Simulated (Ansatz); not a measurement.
HgSe, DFT, PBE, all-electron PAW with datasets made for the crystal, scalar-relativistic (Ansatz 0.2.0), run on 1 thread of Arm Neoverse N1 on a shared host.

The cell is COD entry 1538962, as deposited and not checked against the literature; nothing was relaxed. The listed cell was then made from it by scaling, straining or moving an atom.

Command: `ansatz run input.yaml --threads 1 --pin off --max-ram 3072MiB --backend cpu --events-out ev --progress --plain --runs-dir out`

```yaml
crystal:
  lattice:
    - [0.0, 3.0460864528, 3.0460864528]
    - [3.0460864528, 0.0, 3.0460864528]
    - [3.0460864528, 3.0460864528, 0.0]
  atoms:
    - { symbol: Hg, position: [0.0, 0.0, 0.0] }
    - { symbol: Se, position: [0.75, 0.75, 0.75] }
kpoints:
  mp_grid: { grid: [8, 8, 8] }
scf:
  occupations: { method: fermi_dirac, width: 0.01 }
hamiltonian:
  xc: pbe
  pseudopotentials: { kind: all_electron, datasets: crystal }
output:
  forces: true
  stress: true
  eigenvalues: true
  efg: { contact_densities: true }
```

Question: How large is the problem that the program sets up?

Answer: 29 irreducible k-points, 531 plane waves at Γ, 13 bands.

Question: Estimate the wall time and the peak memory.

Answer: 11 s of wall time for 8 SCF iterations, with a peak of 0.48 GiB. Times on shared machines scatter by tens of per cent.

Question: And the same cell and mesh by frozen-core PAW, asked for forces, stress, eigenvalues, efg, on the same hardware?

Answer: 7.7 s, peak memory 0.39 GiB.
